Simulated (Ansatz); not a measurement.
# Ni (P6_3/mmc) in Ansatz: notebook, part 2 of 2

Ansatz 0.2.0.

## (3) Single point, HSE06, collinear spin, ferromagnetic start, 10.15 Å³/atom (volume scaled by 0.96)

input

```
crystal:
  lattice:
    - [2.4149374515, 0.0, 0.0]
    - [-1.2074687258, 2.0913971816, 0.0]
    - [0.0, 0.0, 4.0177628822]
  atoms:
    - { symbol: Ni, position: [0.6666666667, 0.3333333333, 0.75], spin: 1.0 }
    - { symbol: Ni, position: [0.3333333333, 0.6666666667, 0.25], spin: 1.0 }
hamiltonian:
  xc: hse06
  pseudopotentials: { kind: paw }
magnetization:
  spin_polarized: true
kpoints:
  mp_grid: { grid: [8, 8, 4] }
scf:
  occupations: { method: fermi_dirac, width: 0.05 }
output:
  forces: true
  stress: true
  eigenvalues: true
  write_density: true
  write_potential: true
  elf: true
  volumetric_format: npy
```

Potentials or basis: Ansatz PAW.

It took 36 s on 1 × NVIDIA H100 80GB HBM3 with 2 threads of AMD EPYC 7R13 (Zen 3), shared host; peak memory 1.8 GiB.

Results (log left out):

- Free energy: -11675.2131 eV
- Pressure: 21.0 GPa
- Band gap on the k mesh: none (metal or under the smearing width)
- Net moment: 1.56 μB per cell
- Absolute moment: 2.04 μB per cell
- Site moments: Ni +0.87 μB

Caveat: the k mesh is coarse (spacing up to 0.39 Å⁻¹), so the values aren't converged, least of all with exact exchange; the magnetic or orbital state may not be the lowest; the pressure holds a Pulay correction of +0.5 GPa for the finite cutoff; the PAW data sets come from PBE, with cores solved anew for the run's functional, which leaves a small shift of forces and pressure; the thresholds are loose for stress.

## (4) Single point, HSE06, collinear spin, ferromagnetic start, 10.36 Å³/atom (volume scaled by 0.98)

Changes to input since step 3:

```diff
@@ -2,5 +2,5 @@
   lattice:
-    - [2.4149374515, 0.0, 0.0]
-    - [-1.2074687258, 2.0913971816, 0.0]
-    - [0.0, 0.0, 4.0177628822]
+    - [2.4315927189, 0.0, 0.0]
+    - [-1.2157963594, 2.1058210663, 0.0]
+    - [0.0, 0.0, 4.0454724674]
   atoms:
@@ -21,5 +21 @@
   eigenvalues: true
-  write_density: true
-  write_potential: true
-  elf: true
-  volumetric_format: npy
```

It took 36 s on 1 × NVIDIA H100 80GB HBM3 with 2 threads of AMD EPYC 7R13 (Zen 3), shared host; peak memory 1.8 GiB.

It converged, with:

| Item | Value |
| --- | --- |
| Free energy | -11675.2622 eV |
| Pressure | 16.2 GPa |
| Band gap on the k mesh | none (metal or under the smearing width) |
| Net moment | 1.56 μB per cell |
| Absolute moment | 2.04 μB per cell |
| Site moments | Ni +0.87 μB |

Caveat: the k mesh is coarse (spacing up to 0.39 Å⁻¹), so the values aren't converged, least of all with exact exchange; the magnetic or orbital state may not be the lowest; the pressure holds a Pulay correction of +0.5 GPa for the finite cutoff; the PAW data sets come from PBE, with cores solved anew for the run's functional, which leaves a small shift of forces and pressure; the thresholds are loose for stress.

## (5) Single point, HSE06, collinear spin, ferromagnetic start, 10.57 Å³/atom

Changes to input since step 4:

```diff
@@ -2,5 +2,5 @@
   lattice:
-    - [2.4315927189, 0.0, 0.0]
-    - [-1.2157963594, 2.1058210663, 0.0]
-    - [0.0, 0.0, 4.0454724674]
+    - [2.4480228978, 0.0, 0.0]
+    - [-1.2240114489, 2.1200500186, 0.0]
+    - [0.0, 0.0, 4.07280757]
   atoms:
```

Wall time 45 s (1 × NVIDIA H100 80GB HBM3 with 2 threads of AMD EPYC 7R13 (Zen 3), shared host); peak memory 1.8 GiB.

Results (log left out):

* Free energy: -11675.3067 eV
* Pressure: 15.4 GPa
* Band gap on the k mesh: none (metal or under the smearing width)
* Net moment: 1.56 μB per cell
* Absolute moment: 2.04 μB per cell
* Site moments: Ni +0.86 μB

Caveat: the k mesh is coarse (spacing up to 0.39 Å⁻¹), so the values aren't converged, least of all with exact exchange; the magnetic or orbital state may not be the lowest; the pressure holds a Pulay correction of +0.5 GPa for the finite cutoff; the PAW data sets come from PBE, with cores solved anew for the run's functional, which leaves a small shift of forces and pressure; the thresholds are loose for stress.

## (6) Single point, HSE06, collinear spin, ferromagnetic start, 10.78 Å³/atom (volume scaled by 1.02)

Changes to input since step 5:

```diff
@@ -2,5 +2,5 @@
   lattice:
-    - [2.4480228978, 0.0, 0.0]
-    - [-1.2240114489, 2.1200500186, 0.0]
-    - [0.0, 0.0, 4.07280757]
+    - [2.4642354424, 0.0, 0.0]
+    - [-1.2321177212, 2.1340904941, 0.0]
+    - [0.0, 0.0, 4.0997805916]
   atoms:
```

Potentials or basis: Ansatz PAW.

Wall time 45 s (1 × NVIDIA H100 80GB HBM3 with 2 threads of AMD EPYC 7R13 (Zen 3), shared host); peak memory 1.9 GiB.

It converged, with:

```
Free energy            : -11675.3430 eV
Pressure               : 11.9 GPa
Band gap on the k mesh : none (metal or under the smearing width)
Net moment             : 1.57 μB per cell
Absolute moment        : 2.05 μB per cell
Site moments           : Ni +0.87 μB
```

Caveat: the k mesh is coarse (spacing up to 0.38 Å⁻¹), so the values aren't converged, least of all with exact exchange; the magnetic or orbital state may not be the lowest; the pressure holds a Pulay correction of +0.5 GPa for the finite cutoff; the PAW data sets come from PBE, with cores solved anew for the run's functional, which leaves a small shift of forces and pressure; the thresholds are loose for stress.

## (7) Single point, HSE06, collinear spin, ferromagnetic start, 10.99 Å³/atom (volume scaled by 1.04)

Changes to input since step 6:

```diff
@@ -2,5 +2,5 @@
   lattice:
-    - [2.4642354424, 0.0, 0.0]
-    - [-1.2321177212, 2.1340904941, 0.0]
-    - [0.0, 0.0, 4.0997805916]
+    - [2.4802374197, 0.0, 0.0]
+    - [-1.2401187098, 2.1479486129, 0.0]
+    - [0.0, 0.0, 4.1264032895]
   atoms:
```

Run time: 49 s. Hardware: 1 × NVIDIA H100 80GB HBM3 with 2 threads of AMD EPYC 7R13 (Zen 3), shared host; peak memory 1.9 GiB.

The run converged. Its results:

| Item | Value |
| --- | --- |
| Free energy | -11675.3699 eV |
| Pressure | 8.4 GPa |
| Band gap on the k mesh | none (metal or under the smearing width) |
| Net moment | 1.58 μB per cell |
| Absolute moment | 2.07 μB per cell |
| Site moments | Ni +0.87 μB |

Caveat: the k mesh is coarse (spacing up to 0.38 Å⁻¹), so the values aren't converged, least of all with exact exchange; the magnetic or orbital state may not be the lowest; the pressure holds a Pulay correction of +0.5 GPa for the finite cutoff; the PAW data sets come from PBE, with cores solved anew for the run's functional, which leaves a small shift of forces and pressure; the thresholds are loose for stress.

## (8) Single point, HSE06, collinear spin, ferromagnetic start, 11.20 Å³/atom (volume scaled by 1.06)

Changes to input since step 7:

```diff
@@ -2,5 +2,5 @@
   lattice:
-    - [2.4802374197, 0.0, 0.0]
-    - [-1.2401187098, 2.1479486129, 0.0]
-    - [0.0, 0.0, 4.1264032895]
+    - [2.4960355362, 0.0, 0.0]
+    - [-1.2480177681, 2.1616301831, 0.0]
+    - [0.0, 0.0, 4.1526868216]
   atoms:
@@ -21 +21,5 @@
   eigenvalues: true
+  write_density: true
+  write_potential: true
+  elf: true
+  volumetric_format: npy
```

It took 50 s on 1 × NVIDIA H100 80GB HBM3 with 2 threads of AMD EPYC 7R13 (Zen 3), shared host; peak memory 1.9 GiB.

Results (log left out):

```yaml
Free_energy: -11675.3883 eV
Pressure: 5.6 GPa
Band_gap_on_the_k_mesh: none (metal or under the smearing width)
Net_moment: 1.63 μB per cell
Absolute_moment: 2.10 μB per cell
Site_moments: Ni +0.89 μB
```

Caveat: the k mesh is coarse (spacing up to 0.38 Å⁻¹), so the values aren't converged, least of all with exact exchange; the magnetic or orbital state may not be the lowest; the pressure holds a Pulay correction of +0.5 GPa for the finite cutoff; the PAW data sets come from PBE, with cores solved anew for the run's functional, which leaves a small shift of forces and pressure; the thresholds are loose for stress.

## (9) Equation of state, HSE06, collinear spin, ferromagnetic start

Potentials or basis: Ansatz PAW.

No new run: the results of the series are fitted here.

What came out:

```yaml
Equilibrium_volume: "11.62 Å³/atom (rough: see the caveat)"
Bulk_modulus_at_fixed_shape_and_positions: 154 GPa (rough)
```

Energy against volume, from the lowest point:
```tsv
volume (Å³/atom)	energy (meV/atom)
9.935	118.88
10.146	87.59
10.357	63.05
10.569	40.77
10.780	22.66
10.992	9.21
11.203	0.00
```

Caveat: the k mesh is coarse (spacing up to 0.39 Å⁻¹), so the values aren't converged, least of all with exact exchange; the magnetic or orbital state may not be the lowest; the fit is doubtful: noisy points or a state that changes with volume; the minimum lies outside the volumes run; the cell was scaled at fixed shape and fractional positions, which overstates the stiffness of a crystal with free parameters, most of all of layers and chains; the PAW data sets were made with another functional, which shifts forces and pressure a little.
